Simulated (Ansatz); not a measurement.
Level of theory: Ansatz 0.2.0, DFT PBE, scalar-relativistic, plane waves, PAW. Settings: cutoff 420 eV, Γ-centred meshes spaced at most about 0.3 Å⁻¹, and about 0.25 Å⁻¹ or finer for metals (2π included), Gaussian smearing. No spin polarisation.

All energies are static (0 K, no zero-point motion).

Two relaxed structures of Ca2O:

A.

```yaml
crystal:
  lattice:
    - [-2.48281, 2.48281, 5.28548]
    - [2.48281, -2.48281, 5.28548]
    - [2.48281, 2.48281, -5.28548]
  atoms:
    - { symbol: Ca, position: [0.22903, 0.22903, 0.00000] }
    - { symbol: Ca, position: [0.97903, 0.47903, 0.50000] }
    - { symbol: Ca, position: [0.52097, 0.02097, 0.50000] }
    - { symbol: Ca, position: [0.77097, 0.77097, 0.00000] }
    - { symbol: O, position: [0.00000, 0.00000, 0.00000] }
    - { symbol: O, position: [0.75000, 0.25000, 0.50000] }
```

B.

```yaml
crystal:
  lattice:
    - [3.77875, 0.00000, 0.00000]
    - [0.00000, 3.77875, 0.00000]
    - [0.00000, 0.00000, 5.76947]
  atoms:
    - { symbol: Ca, position: [0.00000, 0.50000, 0.71475] }
    - { symbol: Ca, position: [0.50000, 0.00000, 0.28525] }
    - { symbol: O, position: [0.50000, 0.50000, 0.50000] }
```

**Question.** Which would you expect to be lower, and how large is the difference?

**Answer.** A is lower, by 36 meV/atom. A has the anti-anatase type, space group I4_1/amd (No. 141), 21.7 Å³/atom and a gap of 0.18 eV on its mesh; B has space group P-4m2 (No. 115), 27.5 Å³/atom and no gap. Counting O atoms around Ca (those within 1.25 times the shortest such distance or 1.15 times the sum of covalent radii), A has Ca 3 and B has Ca 2. The denser one is the lower, and pressure would at first widen the difference. In A, Ca is surrounded by 3 O at 2.42–2.49 Å, 2 Ca at 3.32 Å and 8 Ca at 3.54–3.63 Å; O has 6 Ca at 2.42–2.49 Å. In B, around Ca lie 2 O at 2.26 Å and 8 Ca at 3.64–3.78 Å; O is surrounded by 4 Ca at 2.26 Å. Both come from invented guesses.

Kohn–Sham gaps at this level usually fall short of measured ones. A magnetic state wasn't ruled out in cells without spin, among them P-4m2. Cells relaxed within their symmetry can be saddle points.
